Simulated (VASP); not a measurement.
# C (Fd-3m) in VASP: notebook, part 2 of 2

VASP 6.6.1. The steps go on from the part before.

## (3) Band structure, LDA

This run uses another cell than the first one, of 5.32 Å³/atom, 0.942 times its volume.

POSCAR

```
C                                       
1.0
   -0.0000000000      1.7453946304      1.7453946304
    1.7453946304     -0.0000000000      1.7453946304
    1.7453946304      1.7453946304      0.0000000000
  C             
     2
Direct
     0.7500000000000000    0.7500000000000000    0.7500000000000000
     0.5000000000000000    0.5000000000000000    0.5000000000000000
```

INCAR.step1

```
SYSTEM = C
PREC = Accurate ; ENCUT = 300
EDIFF = 1E-6 ; ISMEAR = 0
SIGMA = 0.02 ; LREAL = .False.
LASPH = .True. ; NELM = 80
ALGO = Normal ; ISIF = 2
LWAVE = .False. ; LCHARG = .True.
```

KPOINTS.step1

```
Automatic mesh
0
Gamma
  6 6 6
  0 0 0
```

INCAR.step2

```
SYSTEM = C
PREC = Accurate ; ENCUT = 300
EDIFF = 1E-6 ; ISMEAR = 0
SIGMA = 0.05 ; LREAL = .False.
LASPH = .True. ; NELM = 80
ALGO = Normal ; ISIF = 2
LWAVE = .False. ; LCHARG = .False.
ICHARG = 11
```

KPOINTS.step2

```
path GXWKGLUWLK,UX
20
line-mode
reciprocal
 0.0000000000  0.0000000000  0.0000000000  G
 0.5000000000  0.0000000000  0.5000000000  X

 0.5000000000  0.0000000000  0.5000000000  X
 0.5000000000  0.2500000000  0.7500000000  W

 0.5000000000  0.2500000000  0.7500000000  W
 0.3750000000  0.3750000000  0.7500000000  K

 0.3750000000  0.3750000000  0.7500000000  K
 0.0000000000  0.0000000000  0.0000000000  G

 0.0000000000  0.0000000000  0.0000000000  G
 0.5000000000  0.5000000000  0.5000000000  L

 0.5000000000  0.5000000000  0.5000000000  L
 0.6250000000  0.2500000000  0.6250000000  U

 0.6250000000  0.2500000000  0.6250000000  U
 0.5000000000  0.2500000000  0.7500000000  W

 0.5000000000  0.2500000000  0.7500000000  W
 0.5000000000  0.5000000000  0.5000000000  L

 0.5000000000  0.5000000000  0.5000000000  L
 0.3750000000  0.3750000000  0.7500000000  K

 0.6250000000  0.2500000000  0.6250000000  U
 0.5000000000  0.0000000000  0.5000000000  X
```

Potentials or basis: VASP PAW LDA potentials, release 64 (C).

Launch:

```bash
$ cat potpaw_LDA.64/C/POTCAR > POTCAR
$ cp INCAR.step1 INCAR
$ cp KPOINTS.step1 KPOINTS
$ mpirun -np 1 vasp_std > vasp.out
$ cp INCAR.step2 INCAR
$ cp KPOINTS.step2 KPOINTS
$ mpirun -np 1 vasp_std > vasp.out
```

Run time: 6.4 s. Hardware: 1 thread of AMD EPYC 7R43 (Zen 3), shared host; peak memory 0.07 GiB.

The run converged, but a check on its numbers failed (symmetry, net force, bounds or a known fault of this set-up), so they aren't taken as properties of the crystal.

Caveat: the k mesh is coarse (spacing up to 0.52 Å⁻¹), so the values aren't converged; the cutoff lies under the usual one of these potentials, so the numbers hold a large basis-set error; the log is that of the step along the path at fixed density, whose energy, stress, charges and moments have no meaning.

## (4) Band structure, PBE

This run uses another cell than the first one, of 5.70 Å³/atom, 1.009 times its volume.

INCAR

```
ALGO     = Normal         # electronic algorithm
EDIFF    = 1E-6           # SCF threshold, eV
ENCUT    = 520            # plane-wave cutoff, eV
GGA      = PE             # functional
ISIF     = 2              # what is computed and relaxed
ISMEAR   = 0              # smearing method
LASPH    = True           # aspherical terms in the spheres
LCHARG   = False          # write CHGCAR
LREAL    = False          # projectors in reciprocal space
LWAVE    = False          # write WAVECAR
NBANDS   = 11             # bands
NELM     = 60             # most SCF steps
PREC     = Accurate       # precision mode
SIGMA    = 0.02           # smearing width, eV
```

KPOINTS

```
k-points
0
Gamma
  12 12 12
```

POSCAR

```
C                                       
1.0
    0.0000000000      1.7858031310      1.7858031310
    1.7858031310      0.0000000000      1.7858031310
    1.7858031310      1.7858031310     -0.0000000000
  C             
     2
Direct
     0.7500000000000000    0.7500000000000000    0.7500000000000000
     0.5000000000000000    0.5000000000000000    0.5000000000000000
```

KPOINTS_OPT

```
path GXWKGLUWLK,UX
10
line-mode
reciprocal
 0.0000000000  0.0000000000  0.0000000000  G
 0.5000000000  0.0000000000  0.5000000000  X

 0.5000000000  0.0000000000  0.5000000000  X
 0.5000000000  0.2500000000  0.7500000000  W

 0.5000000000  0.2500000000  0.7500000000  W
 0.3750000000  0.3750000000  0.7500000000  K

 0.3750000000  0.3750000000  0.7500000000  K
 0.0000000000  0.0000000000  0.0000000000  G

 0.0000000000  0.0000000000  0.0000000000  G
 0.5000000000  0.5000000000  0.5000000000  L

 0.5000000000  0.5000000000  0.5000000000  L
 0.6250000000  0.2500000000  0.6250000000  U

 0.6250000000  0.2500000000  0.6250000000  U
 0.5000000000  0.2500000000  0.7500000000  W

 0.5000000000  0.2500000000  0.7500000000  W
 0.5000000000  0.5000000000  0.5000000000  L

 0.5000000000  0.5000000000  0.5000000000  L
 0.3750000000  0.3750000000  0.7500000000  K

 0.6250000000  0.2500000000  0.6250000000  U
 0.5000000000  0.0000000000  0.5000000000  X
```

Potentials or basis: VASP PAW PBE potentials, release 64 (C).

Launch:

```bash
$ cat potpaw_PBE.64/C/POTCAR > POTCAR
$ mpirun -np 1 vasp_std > vasp.out
```

Wall time 18 s (1 thread of AMD EPYC 7R43 (Zen 3), shared host); peak memory 0.09 GiB.

It converged, with:

```
Free energy             : -18.1858 eV
Pressure                : 0.7 GPa
Band gap on the k mesh  : 4.14 eV, indirect (least direct gap 5.58 eV)
Band gap along the path : 4.14 eV, indirect (least direct gap 5.58 eV)
```

Levels at the corners of the path, in eV from the valence-band top:
```
point  band 1  band 2  band 3  band 4  band 5  band 6  band 7  band 8  band 9
    Γ  -21.42    0.00    0.00    0.00    5.58    5.58    5.58   13.24   19.24
    X  -12.73  -12.73   -6.27   -6.27    4.75    4.75   16.75   16.75   23.16
    X  -12.73  -12.73   -6.27   -6.27    4.75    4.75   16.75   16.75   23.16
    W  -11.95  -11.95   -8.29   -8.29   10.60   10.60   12.27   12.27   21.27
    W  -11.95  -11.95   -8.29   -8.29   10.60   10.60   12.27   12.27   21.27
    K  -12.95  -11.70   -9.28   -5.34    5.67   10.72   14.32   15.57   18.64
    K  -12.95  -11.70   -9.28   -5.34    5.67   10.72   14.32   15.57   18.64
    Γ  -21.42    0.00    0.00    0.00    5.58    5.58    5.58   13.24   19.24
    Γ  -21.42    0.00    0.00    0.00    5.58    5.58    5.58   13.24   19.24
    L  -15.67  -13.33   -2.79   -2.79    8.44    8.44    8.79   15.66   21.84
    L  -15.67  -13.33   -2.79   -2.79    8.44    8.44    8.79   15.66   21.84
    U  -12.95  -11.70   -9.28   -5.34    5.67   10.72   14.32   15.57   18.64
    U  -12.95  -11.70   -9.28   -5.34    5.67   10.72   14.32   15.57   18.64
    W  -11.95  -11.95   -8.29   -8.29   10.60   10.60   12.27   12.27   21.27
    W  -11.95  -11.95   -8.29   -8.29   10.60   10.60   12.27   12.27   21.27
    L  -15.67  -13.33   -2.79   -2.79    8.44    8.44    8.79   15.66   21.84
    L  -15.67  -13.33   -2.79   -2.79    8.44    8.44    8.79   15.66   21.84
    K  -12.95  -11.70   -9.28   -5.34    5.67   10.72   14.32   15.57   18.64
    U  -12.95  -11.70   -9.28   -5.34    5.67   10.72   14.32   15.57   18.64
    X  -12.73  -12.73   -6.27   -6.27    4.75    4.75   16.75   16.75   23.16
```

## (5) Band structure, PBEsol

This run uses another cell than the first one, of 4.77 Å³/atom, 0.845 times its volume.

INCAR

```
SYSTEM = C
PREC     = Accurate       ! precision mode
ENCUT    = 200            ! plane-wave cutoff, eV
EDIFF    = 1E-7           ! SCF threshold, eV
ISMEAR   = 0              ! smearing method
SIGMA    = 0.02           ! smearing width, eV
LREAL    = .False.        ! projectors in reciprocal space
LASPH    = .True.         ! aspherical terms in the spheres
NELM     = 100            ! most SCF steps
ALGO     = Normal         ! electronic algorithm
ISIF     = 2              ! what is computed and relaxed
LWAVE    = .False.        ! write WAVECAR
LCHARG   = .False.        ! write CHGCAR
GGA      = PS             ! functional
NBANDS   = 11             ! bands
```

KPOINTS

```
regular mesh
0
Gamma
  12 12 12
  0 0 0
```

POSCAR

```
C                                       
1.0
   -0.0000000000      1.6836884848      1.6836884848
    1.6836884848      0.0000000000      1.6836884848
    1.6836884848      1.6836884848     -0.0000000000
  C             
     2
Direct
     0.7500000000000000    0.7500000000000000    0.7500000000000000
     0.5000000000000000    0.5000000000000000    0.5000000000000000
```

KPOINTS_OPT is that of step 4.

Launch:

```bash
$ cat potpaw_PBE.64/C/POTCAR > POTCAR
$ mpirun -np 1 vasp_std > vasp.out
```

Run time: 3.8 s. Hardware: 1 thread of AMD EPYC 7R13 (Zen 3), shared host; peak memory 0.07 GiB.

The run converged, but a check on its numbers failed (symmetry, net force, bounds or a known fault of this set-up), so they aren't taken as properties of the crystal.

Caveat: the cutoff lies under the usual one of these potentials, so the numbers hold a large basis-set error; a pressure of tens of GPa on the cell as given is suspect, and the run, the potentials or the cell itself is likely at fault; the PAW data sets were made with another functional, which shifts forces and pressure a little.

## (6) Band structure, PBEsol

This run uses another cell than the first one, of 5.63 Å³/atom, 0.997 times its volume.

POSCAR

```
C                                       
1.0
    0.0000000000      1.7789560169      1.7789560169
    1.7789560169     -0.0000000000      1.7789560169
    1.7789560169      1.7789560169      0.0000000000
  C             
     2
Direct
     0.7500000000000000    0.7500000000000000    0.7500000000000000
     0.5000000000000000    0.5000000000000000    0.5000000000000000
```

INCAR.step1

```
ALGO     = Normal         # electronic algorithm
EDIFF    = 1E-6           # SCF threshold, eV
ENCUT    = 520            # plane-wave cutoff, eV
GGA      = PS             # functional
ISIF     = 2              # what is computed and relaxed
ISMEAR   = 0              # smearing method
LASPH    = T              # aspherical terms in the spheres
LCHARG   = T              # write CHGCAR
LREAL    = F              # projectors in reciprocal space
LWAVE    = F              # write WAVECAR
NELM     = 80             # most SCF steps
PREC     = Accurate       # precision mode
SIGMA    = 0.02           # smearing width, eV
```

KPOINTS.step1

```
k-points
0
Gamma
  4 4 4
```

INCAR.step2

```
ALGO     = Normal         # electronic algorithm
EDIFF    = 1E-6           # SCF threshold, eV
ENCUT    = 520            # plane-wave cutoff, eV
GGA      = PS             # functional
ICHARG   = 11             # starting density
ISIF     = 2              # what is computed and relaxed
ISMEAR   = 0              # smearing method
LASPH    = T              # aspherical terms in the spheres
LCHARG   = F              # write CHGCAR
LREAL    = F              # projectors in reciprocal space
LWAVE    = F              # write WAVECAR
NELM     = 80             # most SCF steps
PREC     = Accurate       # precision mode
SIGMA    = 0.05           # smearing width, eV
```

Changes to KPOINTS.step2 since step 3:

```diff
@@ -1,3 +1,3 @@
 path GXWKGLUWLK,UX
-20
+10
 line-mode
```

Potentials or basis: VASP PAW PBE potentials, release 64 (C).

Launch:

```bash
$ cat potpaw_PBE.64/C/POTCAR > POTCAR
$ cp INCAR.step1 INCAR
$ cp KPOINTS.step1 KPOINTS
$ mpirun -np 1 vasp_std > vasp.out
$ cp INCAR.step2 INCAR
$ cp KPOINTS.step2 KPOINTS
$ mpirun -np 1 vasp_std > vasp.out
```

It took 7.7 s on 1 thread of Intel Xeon Platinum 8488C (Sapphire Rapids), shared host; peak memory 0.11 GiB.

The run converged. Its results:

```yaml
Band_gap_along_the_path: 4.02 eV, indirect (least direct gap 5.55 eV)
```

Levels at the corners of the path, in eV from the valence-band top:
```
point  band 1  band 2  band 3  band 4  band 5  band 6  band 7  band 8
    Γ  -21.64    0.00    0.00    0.00    5.55    5.55    5.55   13.54
    X  -12.84  -12.84   -6.39   -6.39    4.60    4.60   16.90   16.90
    X  -12.84  -12.84   -6.39   -6.39    4.60    4.60   16.90   16.90
    W  -12.00  -12.00   -8.49   -8.49   10.48   10.48   12.40   12.40
    W  -12.00  -12.00   -8.49   -8.49   10.48   10.48   12.40   12.40
    K  -13.01  -11.80   -9.51   -5.44    5.53   10.68   14.42   15.72
    K  -13.01  -11.80   -9.51   -5.44    5.53   10.68   14.42   15.72
    Γ  -21.64    0.00    0.00    0.00    5.55    5.55    5.55   13.54
    Γ  -21.64    0.00    0.00    0.00    5.55    5.55    5.55   13.54
    L  -15.76  -13.56   -2.83   -2.83    8.40    8.40    8.93   15.54
    L  -15.76  -13.56   -2.83   -2.83    8.40    8.40    8.93   15.54
    U  -13.01  -11.80   -9.51   -5.44    5.53   10.68   14.42   15.72
    U  -13.01  -11.80   -9.51   -5.44    5.53   10.68   14.42   15.72
    W  -12.00  -12.00   -8.49   -8.49   10.48   10.48   12.40   12.40
    W  -12.00  -12.00   -8.49   -8.49   10.48   10.48   12.40   12.40
    L  -15.76  -13.56   -2.83   -2.83    8.40    8.40    8.93   15.54
    L  -15.76  -13.56   -2.83   -2.83    8.40    8.40    8.93   15.54
    K  -13.01  -11.80   -9.51   -5.44    5.53   10.68   14.42   15.72
    U  -13.01  -11.80   -9.51   -5.44    5.53   10.68   14.42   15.72
    X  -12.84  -12.84   -6.39   -6.39    4.60    4.60   16.90   16.90
```

Caveat: the k mesh is coarse (spacing up to 0.76 Å⁻¹), so the values aren't converged; the log is that of the step along the path at fixed density, whose energy, stress, charges and moments have no meaning; the PAW data sets were made with another functional, which shifts forces and pressure a little.

## (7) Summary

| level | cell | k mesh | mesh quality | gap on the mesh (eV) | pressure (GPa) |
| --- | --- | --- | --- | --- | --- |
| r2SCAN | Fd-3m, 5.65 Å³/atom | 12 × 12 × 12 | not flagged | 4.35 | 0.9 |
| PBE | Fd-3m, 5.7 Å³/atom | 12 × 12 × 12 | not flagged | 4.14 | 0.7 |
| PBEsol | Fd-3m, 5.63 Å³/atom | 4 × 4 × 4 | coarse | - | - |

Alike in all rows: task band structure; potentials or basis VASP PAW PBE potentials, release 64 (C); no spin polarisation; cutoff (eV) 520; smearing gaussian 0.02 eV.

Caveats: some runs use coarse meshes; the PAW data sets were made with another functional, which shifts forces and pressure a little (some runs).

Total energies depend on the potentials used, so only differences within one code and one set of settings carry meaning.
